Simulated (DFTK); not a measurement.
## ZrO2: equation of state with PBE

ZrO2:

```xyz
3
Lattice="0.0000 2.5451 2.5451 2.5451 0.0000 2.5451 2.5451 2.5451 0.0000" Properties=species:S:1:pos:R:3 pbc="T T T"
Zr    0.0000    0.0000    0.0000
O     3.8176    3.8176    3.8176
O     1.2725    1.2725    1.2725
```

Measurements of this composition are mostly on another form, of space group No. 14.

| Property | Result |
| --- | --- |
| Program | DFTK 0.8.2 |
| Task | equation of state |
| Functional | PBE |
| Potentials or basis | dojo.nc.sr.pbe.v0_4_1.standard.upf (PBE) |
| Cutoff | 1143 eV |
| k mesh | 9 × 9 × 9 |
| Occupations | fermi-dirac, width 0.05 eV |
| Spin | no spin polarisation |

```json
{
  "Equilibrium volume": "11.14 Å³/atom",
  "Bulk modulus": "236 GPa",
  "Pressure derivative of the bulk modulus": "4.2"
}
```

Energy against volume, from the lowest point:
| volume (Å³/atom) | energy (meV/atom) |
| --- | --- |
| 10.331 | 49.15 |
| 10.551 | 25.00 |
| 10.770 | 9.29 |
| 10.990 | 1.21 |
| 11.210 | 0.00 |
| 11.430 | 4.99 |
| 11.650 | 15.57 |

Run time: 14 min on 1 thread of AMD EPYC 9R14 (Zen 4), with other jobs on the host, peak memory 1.9 GiB.
